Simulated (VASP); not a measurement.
# Sn: intraband terms of a metal's spectrum

Sn, Immm (no. 71), 1 atom in the cell. PBE, independent-particle dielectric function; PAW potentials Sn_d (PBE set).

## Input

INCAR.step1:
```
SYSTEM = Sn
EDIFF = 1E-7
ENCUT = 280
ISMEAR = 1
KPAR = 4
LASPH = .TRUE.
LCHARG = .TRUE.
LMAXMIX = 4
LWAVE = .FALSE.
PREC = Accurate
SIGMA = 0.1
```

INCAR.step2:
```
SYSTEM = Sn
CSHIFT = 0.1
EDIFF = 1E-6
ENCUT = 280
ICHARG = 11
ISMEAR = 0
KPAR = 4
LASPH = .TRUE.
LCHARG = .FALSE.
LMAXMIX = 4
LWAVE = .TRUE.
NBANDS = 21
NEDOS = 3000
OMEGAMAX = 30
PREC = Accurate
SIGMA = 0.3
```

INCAR.step3, as INCAR.step2 but for:
```
- LWAVE = .TRUE.
+ ALGO = None
+ ISTART = 1
+ LOPTICS = .TRUE.
+ LWAVE = .FALSE.
+ NELM = 1
```

INCAR.step4, as INCAR.step3 but for:
```
+ WPLASMAI = 0.03
```

INCAR.step5 to INCAR.step6 change the same tag again: WPLASMAI = 0.1, 0.3.

INCAR.step7, as INCAR.step6 but for:
```
- WPLASMAI = 0.3
+ RTIME = 20
```

INCAR.step8, as INCAR.step7 but for:
```
- RTIME = 20
+ RTIME = 40
```

INCAR.step9, as INCAR.step8 but for:
```
- RTIME = 40
+ LNABLA = .TRUE.
```

INCAR.step10, as INCAR.step9 but for:
```
- ISMEAR = 0
- LNABLA = .TRUE.
+ ISMEAR = -5
```

KPOINTS.step1:
```
k-points
0
Gamma
  11 11 11
```

KPOINTS.step2:
```
k-points
0
Gamma
  12 12 12
```

POSCAR:
```
Sn
1.0
   -1.7265390000      1.7755470000      2.3383420000
    1.7265390000     -1.7755470000      2.3383420000
    1.7265390000      1.7755470000     -2.3383420000
Sn
1
Direct
    0.0000000000      0.0000000000      0.0000000000
```

Commands (each step's output is kept before the next begins):
```
cat potpaw_PBE.64/Sn_d/POTCAR > POTCAR
cp INCAR.step1 INCAR
cp KPOINTS.step1 KPOINTS
mpirun -np 4 vasp_std > vasp.out
cp INCAR.step2 INCAR
cp KPOINTS.step2 KPOINTS
mpirun -np 4 vasp_std > vasp.out
cp INCAR.step3 INCAR
mpirun -np 4 vasp_std > vasp.out
cp INCAR.step4 INCAR
mpirun -np 4 vasp_std > vasp.out
cp INCAR.step5 INCAR
mpirun -np 4 vasp_std > vasp.out
cp INCAR.step6 INCAR
mpirun -np 4 vasp_std > vasp.out
cp INCAR.step7 INCAR
mpirun -np 4 vasp_std > vasp.out
cp INCAR.step8 INCAR
mpirun -np 4 vasp_std > vasp.out
cp INCAR.step9 INCAR
mpirun -np 4 vasp_std > vasp.out
cp INCAR.step10 INCAR
mpirun -np 4 vasp_std > vasp.out
```

## Result

- Bands: 21

One ground state, settings moved in the last step alone:

| Settings | Plasma frequency (eV) | Im ε at 0.5 eV | Im ε at 1 eV | Im ε at 2 eV | Im ε at 4 eV | Time (s) |
|---|---|---|---|---|---|---|
| interband part alone | 11.23 | 30.4 | 32.1 | 27.7 | 2.5 | 7 |
| Drude term, WPLASMAI 0.03 | 11.23 | 60.6 | 35.9 | 28.2 | 2.6 | 7 |
| Drude term, WPLASMAI 0.1 | 11.23 | 127.5 | 44.6 | 29.3 | 2.7 | 7 |
| Drude term, WPLASMAI 0.3 | 11.23 | 253.1 | 66.9 | 32.4 | 3.1 | 7 |
| relaxation time RTIME 20 fs | 11.23 | 63.5 | 36.3 | 28.3 | 2.6 | 7 |
| relaxation time RTIME 40 fs | 11.23 | 47.0 | 34.2 | 28.0 | 2.6 | 7 |
| transversal form (LNABLA) | 11.30 | 31.0 | 32.7 | 28.2 | 2.6 | 7 |
| tetrahedron method | – | – | – | – | – | no result |

Limits: Spin-orbit coupling is left out, which can matter with atoms this heavy.

VASP 6.6.1 took 69 s on 4 cores (AMD EPYC 7R43 (Zen 3)), a shared host.
